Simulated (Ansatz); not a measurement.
KF (Carobbiite) in Ansatz: the effect of functional

KF (Carobbiite):

```
CELL_PARAMETERS angstrom
0.00000 2.68954 2.68954
2.68954 0.00000 2.68954
2.68954 2.68954 0.00000
ATOMIC_POSITIONS crystal
K 0.00000 0.00000 0.00000
F 0.50000 0.50000 0.50000
```

The cell isn't the ideal one: volume scaled by 1.02.

Alike in all runs:

* Program: Ansatz 0.2.0
* Task: single point
* Potentials or basis: Ansatz PAW
* k mesh: 9 × 9 × 9
* Occupations: fermi-dirac, width 0.05 eV
* Spin: no spin polarisation

Task: One run gave: gap on the mesh 6.73 eV; pressure -1.1 GPa. Which functional did it use?
A. PBEsol
B. r2SCAN
C. LDA

Result: B.

| functional | cutoff | gap on the mesh (eV) | pressure (GPa) |
| --- | --- | --- | --- |
| LDA | 420 eV (not typed: the program's choice for these potentials) | 5.71 | -4.0 |
| PBEsol | 420 eV (not typed: the program's choice for these potentials) | 5.95 | -1.2 |
| r2SCAN | 500 eV (not typed: the program's choice for these potentials) | 6.73 | -1.1 |

Caveats: odd divisions of the mesh miss points on the zone boundary, where band edges often lie, so the gap on the mesh can be too wide; the PAW data sets come from PBE, with cores solved anew for the run's functional, which leaves a small shift of forces and pressure.

A k mesh can miss the band edges.
